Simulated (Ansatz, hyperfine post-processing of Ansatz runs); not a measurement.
# NaFeP2O7: isotropic lines and sites in a paramagnetic 23Na spectrum

Calculated values: DFT, PBEsol+U, plane-wave PAW, default files (PAW set soft_2), collinear spin, scalar-relativistic (Ansatz), contact and point-dipole shifts scaled to 298 K with Θ = 0 K (a pure Curie law); spin-only moments, above the ordering temperature.

```
Fe P Na O
1.0
     4.90523    0.00000    0.00000
     0.00000    8.25684    0.00000
    -2.10877    0.00000    6.85119
Fe P Na O
2 4 2 14
Direct
  0.28164 0.50086 0.76496
  0.71836 0.00086 0.23504
  0.73394 0.73458 0.61407
  0.26606 0.23458 0.38593
  0.88450 0.30611 0.99606
  0.11550 0.80611 0.00394
  0.72489 0.58543 0.23533
  0.27511 0.08543 0.76467
  0.06857 0.35302 0.21950
  0.93143 0.85302 0.78050
  0.08710 0.08651 0.40708
  0.91290 0.58651 0.59292
  0.91768 0.81373 0.13278
  0.08232 0.31373 0.86722
  0.76520 0.13587 0.00371
  0.23480 0.63587 0.99629
  0.65686 0.43812 0.95275
  0.34314 0.93812 0.04725
  0.66001 0.83631 0.42811
  0.33999 0.33631 0.57189
  0.52831 0.18927 0.32552
  0.47169 0.68927 0.67448
```

23Na MAS at 11.7 T (131.8 MHz), 20 kHz, 298 K; contact and dipolar shift alone, no orbital or quadrupolar part; lines under 1.5 % of the strongest are left out. Lines of the NMR spectrum (strongest = 100):

| position (ppm) | intensity |
| --- | --- |
| -332.0 | 3.3 |
| -180.3 | 9.4 |
| -28.6 | 21 |
| 123.1 | 36 |
| 274.7 | 42 |
| 426.4 | 32 |
| 578.1 | 35 |
| 729.8 | 45 |
| 881.5 | 41 |
| 1033.2 | 69 |
| 1184.9 | 100 |
| 1336.6 | 89 |
| 1488.3 | 39 |
| 1640.0 | 13 |
| 1791.7 | 3.5 |

**Question.** Which lines are isotropic ones rather than spinning sidebands, and which Na atoms give them?

Sidebands are spaced by 152 ppm (the spinning rate over the resonance of 131.8 MHz). An isotropic line need not be the tallest: it is the area-weighted centre of its own family of sidebands, and the one that stays put when the rate is changed. Isotropic shifts: 882 ppm for atom 7 and the 1 atom equivalent to it (3 Fe through links of 96 to 102° (3), 109° (1) and 130° (1)), reduced anisotropy -1068 ppm.

[Logs are printed without paths, hosts, clocks, repeated set-up lines and the standing remarks that a program may print on its own settings, such as how far it seeks lower states.]

[Hosts, paths, dates, database ids (printed as entryN), source tags and the programs' standing remarks are cut or masked in the printed files.]
